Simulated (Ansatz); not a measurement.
# How far is PAW off for Ag?

```yaml
crystal:
  lattice:
    - [2.93000, 0.00000, 0.00000]
    - [-1.46500, 2.53745, 0.00000]
    - [0.00000, 0.00000, 4.79000]
  atoms:
    - { symbol: Ag, position: [0.33333, 0.66667, 0.25000] }
    - { symbol: Ag, position: [0.66667, 0.33333, 0.75000] }
```

Atoms are numbered in the order listed.

The cell is COD entry 1509145, as deposited and not checked against the literature; nothing was relaxed.

Methods: DFT, PBE, PAW with Ansatz's default frozen-core files, scalar-relativistic (Ansatz 0.2.0); DFT, PBE, all-electron PAW with datasets made for the crystal, scalar-relativistic (Ansatz 0.2.0); DFT, PBE, all-electron LAPW, scalar-relativistic (Ansatz 0.2.0).

For PAW: a Γ-centred 14×14×8 k mesh, Fermi–Dirac smearing of 0.05 eV, cutoff 420 eV, no spin polarisation. The crystal-made all-electron datasets (AE datasets) take a cutoff of 260 eV at this cell. LAPW targets a basis error of 0.25 meV/atom. The Ansatz runs share mesh, smearing and spin set-up. Plane-wave (PAW) pressures include the program's estimate of the Pulay term.

Stress and pressure are positive in compression.

Levels count from the Fermi level.

```
                      quantity     PAW  AE datasets    LAPW
                pressure (GPa)    0.48         0.47    0.47
               stress xx (GPa)    0.62         0.60    0.61
               stress zz (GPa)    0.21         0.20    0.20
highest filled level at K (eV)  -3.061       -3.061  -3.062
  lowest empty level at K (eV)   3.039        3.038   3.038
highest filled level at A (eV)  -3.327       -3.328  -3.328
  lowest empty level at A (eV)  10.811       10.809  10.810
highest filled level at L (eV)  -2.828       -2.829  -2.829
  lowest empty level at L (eV)   0.828        0.828   0.828
```

PAW's pressure differs from the LAPW value by about 0.01 GPa or less.
